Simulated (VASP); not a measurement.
Write the native input for VASP 6.6.1 that does the following.

```
Task                      : relaxation of the atoms
Functional                : PBE
Potentials or basis       : VASP PAW PBE potentials, release 64 (Ag)
Cutoff                    : 520 eV
k mesh                    : 7 × 7 × 1
Occupations               : fermi-dirac, width 0.05 eV
Spin                      : no spin polarisation
Dipole correction         : yes
Atoms held fixed (from 0) : [0, 1, 2]
Further INCAR settings    : ALGO = Normal; EDIFF = 1e-06; IBRION = 2; EDIFFG = -0.02; NSW = 60
```

The structure of Ag lies in POSCAR:

```
Ag
1.0
    2.9460943265      0.0000000000      0.0000000000
   -1.4730471633      2.5513925288      0.0000000000
    0.0000000000      0.0000000000     27.0052091601
Ag
6
Selective dynamics
Direct
    0.0000000000      0.0000000000      0.2777241959  F F F
    0.6666666667      0.3333333333      0.3666062915  F F F
    0.3333333334      0.6666666667      0.4554883870  F F F
    0.6666666667      0.3333333333      0.5445116130  T T T
    0.3333333334      0.6666666667      0.6333937085  T T T
    0.0000000000      0.0000000000      0.7222758041  T T T
```

The slab is cut from a database's or a generator's crystal, which needn't be the stable form of the element.

The input as run:

INCAR

```
SYSTEM = Ag
ALGO = Normal ; DIPOL = 0.5 0.5 0.500
EDIFF = 1E-6 ; EDIFFG = -0.02
ENCUT = 520 ; GGA = PE
IBRION = 2 ; IDIPOL = 3
ISIF = 2 ; ISMEAR = -1
LASPH = .TRUE. ; LCHARG = .FALSE.
LDIPOL = .TRUE. ; LREAL = .FALSE.
LWAVE = .FALSE. ; NELM = 100
NSW = 60 ; PREC = Accurate
SIGMA = 0.05
```

KPOINTS

```
k-points
0
G
  7 7 1
  0 0 0
```

Potentials or basis: VASP PAW PBE potentials, release 64 (Ag).

Run with:

```bash
$ cat potpaw_PBE.64/Ag/POTCAR > POTCAR
$ mpirun -np 1 vasp_std > vasp.out
```

Results of the run:

```
Energy gained by relaxing : 0.7 meV/atom
Ionic steps               : 11
Band gap on the k mesh    : none (metal or under the smearing width)
```

It took 10 min on 1 thread of Intel(R) Xeon(R) Platinum 8375C CPU @ 2.90GHz (Ice Lake) (shared host), peak memory 0.36 GiB.
